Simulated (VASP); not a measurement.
Wanted: the native input for a VASP 6.6.1 run.

```yaml
Task: single point
Functional: PBE
Potentials_or_basis: VASP PAW PBE potentials, release 64 (Si_GW)
Cutoff: 600 eV
k_mesh: 11 × 11 × 1
Occupations: fermi-dirac, width 0.05 eV
Spin: no spin polarisation
Dipole_correction: yes
Further_INCAR_settings: ALGO = Normal; EDIFF = 1e-06
```

The structure of Si lies in POSCAR:

```
Si
1.0
    2.3993200000      0.0000000000      0.0000000000
    0.0000000000      2.4179400000      0.0000000000
    0.0000000000      0.0000000000     23.8000000000
Si
1
Direct
    0.5000000000      0.5000000000      0.2941200000
```

The cell was built by a generator and needn't be a form met in nature.

The input as run:

INCAR

```
SYSTEM = Si
PREC = Accurate
ENCUT = 600
EDIFF = 1E-6
ISMEAR = -1
SIGMA = 0.05
LREAL = .FALSE.
LASPH = .TRUE.
NELM = 80
ALGO = Normal
ISIF = 2
LWAVE = .FALSE.
LCHARG = .FALSE.
LDIPOL = .TRUE.
IDIPOL = 3
DIPOL = 0.5 0.5 0.294
GGA = PE
```

KPOINTS

```
Automatic mesh
0
G
  11 11 1
  0 0 0
```

Potentials or basis: VASP PAW PBE potentials, release 64 (Si_GW).

Run with:

```sh
$ cat potpaw_PBE.64/Si_GW/POTCAR > POTCAR
$ mpirun -np 1 vasp_std > vasp.out
```

It gave:

* Band gap on the k mesh: none (metal or under the smearing width)

Wall time 21 s on 1 thread of Intel(R) Xeon(R) 6975P-C (Granite Rapids), with other jobs on the host, peak memory 0.26 GiB.
